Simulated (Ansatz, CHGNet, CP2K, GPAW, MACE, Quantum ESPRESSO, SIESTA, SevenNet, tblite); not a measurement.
## Generalised stacking fault on (110) of BePd (80 atoms): runs against a plane-wave reference

The cell holds 80 atoms: 40 Be and 40 Pd. Cell: a = 5.626 Å, b = 7.956 Å, c = 20.002 Å, α = 90.0°, β = 83.9°, γ = 90.0°. It derives from BePd (CsCl-type). CsCl-type BePd (a = 2.813 Å), cell with z along [110], 2 x 2 x 5 periods; the third cell vector is tilted by 0.750 of [001] and lengthened by 0 Å, so the cell holds one fault; displaced by a Gaussian of 0.01 Å. Then every atom was moved at random, 0.03 Å r.m.s. a Cartesian component.

Geometry: as built.

The reference, a calculation:

| Item | Value |
| --- | --- |
| method | Kohn-Sham DFT, PBE, PAW, plane waves (Ansatz 0.2.0); cutoff 420 eV, Γ point, fermi-dirac smearing of 0.05 eV; PAW set soft_2 |
| r.m.s. force component | 0.3659 eV/Å |
| longest force | 1.65 eV/Å |
| pressure | 7.571 GPa |
| SCF cycles | 9 |
| time | 20 s on 4 threads of Arm Neoverse V1, shared host |
| CPU time | 76 s |

Q: Estimate the differences from the reference, the CPU time and the memory of each run.
- MACE MP-0b2 small potential (MACE MP-0b2 small; 1 thread)
- QE PBE, sssp-1.3.0-efficiency, 25/200 Ry (Quantum ESPRESSO 7.5; 2 MPI ranks)
- CP2K PBE+D3, DZVP-MOLOPT-SR, 600/50 Ry, diagonalisation (CP2K 2026.2; 4 MPI ranks)
- SevenNet l3i5 potential (SevenNet l3i5; 1 thread)
- CP2K LDA, DZVP-MOLOPT-SR, 600/50 Ry, diagonalisation (CP2K 2026.2; 4 MPI ranks)
- GPAW PBE, plane waves 450 eV (GPAW 26.7.0; 2 MPI ranks)
- tblite GFN1-xTB (tblite 0.8.0; 1 thread)
- QE PBE, sssp-1.3.0-efficiency, 45/360 Ry (Quantum ESPRESSO 7.5; 4 MPI ranks)
- CHGNet 0.3.0 potential (CHGNet 0.3.0; 1 thread)
- CP2K PBE, DZVP-MOLOPT-SR, 600/50 Ry, diagonalisation (CP2K 2026.2; 4 MPI ranks)

Differences are against the plane-wave reference, forces as r.m.s. over components; share is that over the reference's r.m.s. force, slope the least-squares factor from reference forces to these. Total energies of different programs have different zeros and aren't compared.

| run | Δ force, r.m.s. (meV/Å) | share (%) | slope | Δ pressure (GPa) | cores | CPU time | memory (GiB) |
| --- | --- | --- | --- | --- | --- | --- | --- |
| reference | - | - | - | - | 4 | 76 s | 1.4 |
| MACE MP-0b2 small potential | 187 | 51.0 | 0.767 | -3.58 | 1 | 7.3 s | 0.65 |
| QE PBE, sssp-1.3.0-efficiency, 25/200 Ry (coarse) | 117 | 31.9 | 1.030 | -330 | 2 | 4.5 min | 0.81 |
| CP2K PBE+D3, DZVP-MOLOPT-SR, 600/50 Ry, diagonalisation | 31.4 | 8.58 | 1.036 | -6.40 | 4 | 12 min | 4.4 |
| SevenNet l3i5 potential | 166 | 45.4 | 0.723 | -3.18 | 1 | 13 s | 1.8 |
| CP2K LDA, DZVP-MOLOPT-SR, 600/50 Ry, diagonalisation | 39.9 | 10.9 | 0.922 | -14.5 | 4 | 12 min | 4.4 |
| GPAW PBE, plane waves 450 eV | 11.9 | 3.26 | 1.018 | 0.114 | 2 | 12 min | 1.3 |
| tblite GFN1-xTB | 212 | 57.8 | 0.962 | 14.6 | 1 | 9 s | 0.13 |
| QE PBE, sssp-1.3.0-efficiency, 45/360 Ry | 3.25 | 0.889 | 1.005 | -0.424 | 4 | 9.4 min | 2.2 |
| CHGNet 0.3.0 potential | 208 | 56.9 | 0.649 | -2.79 | 1 | 5.1 s | 1.9 |
| CP2K PBE, DZVP-MOLOPT-SR, 600/50 Ry, diagonalisation | 26.6 | 7.27 | 1.055 | 1.50 | 4 | 12 min | 4.3 |

Rows marked coarse were listed beforehand as settings not expected to be converged; some can still land near the reference.

Times of the machine-learned potentials are mostly Python's start and the loading of weights.

CPU time is summed over cores on a shared host, where runs went side by side, so it is rough. Symmetry, cutoffs, thresholds, outputs and thread counts weren't matched or tuned between programs; memory under MPI is the largest rank's times the ranks.

PBE on plane waves or a grid with other potentials, cutoffs or grids, coarse settings apart, differs from the reference by 0.89 % (QE PBE, sssp-1.3.0-efficiency, 45/360 Ry) to 3.3 % (GPAW PBE, plane waves 450 eV) of the r.m.s. force; this holds the reference's own error, so differences of a few per cent don't tell which side is nearer the exact PBE result (QE's 45 Ry are 612 eV, against the reference's 420 eV). The PBE run in local orbitals, coarse settings apart, differs by 7.3 % (CP2K PBE, DZVP-MOLOPT-SR, 600/50 Ry, diagonalisation); basis, grid and potentials can all enter. Tight binding differs by 58 % (tblite GFN1-xTB); it is another model, with fitted parameters of its own, and the xTB methods hold dispersion. Machine-learned potentials differ by 45 % (SevenNet l3i5 potential) to 57 % (CHGNet 0.3.0 potential); they were trained on other programs' data. The reference samples few k-points for this cell, and its sampling error, which other DFT runs on the same mesh share, can be part of so large a difference. Among those trained on PBE data the slope goes as low as 0.65, with a correlation of 0.82, so directions differ as well as sizes. Periodic xTB results under one method name differ between programs and library versions. Machine-learned potentials mimic data converged in k, so the reference's own k-point error enters their differences. The electronic-structure runs sample only Γ, in a cell whose shortest periodic width is 6 Å, which is coarse for a cell with partly filled levels.

[Hosts, paths, dates, database ids (printed as entryN), source tags and the programs' standing remarks are cut or masked in the printed files.]
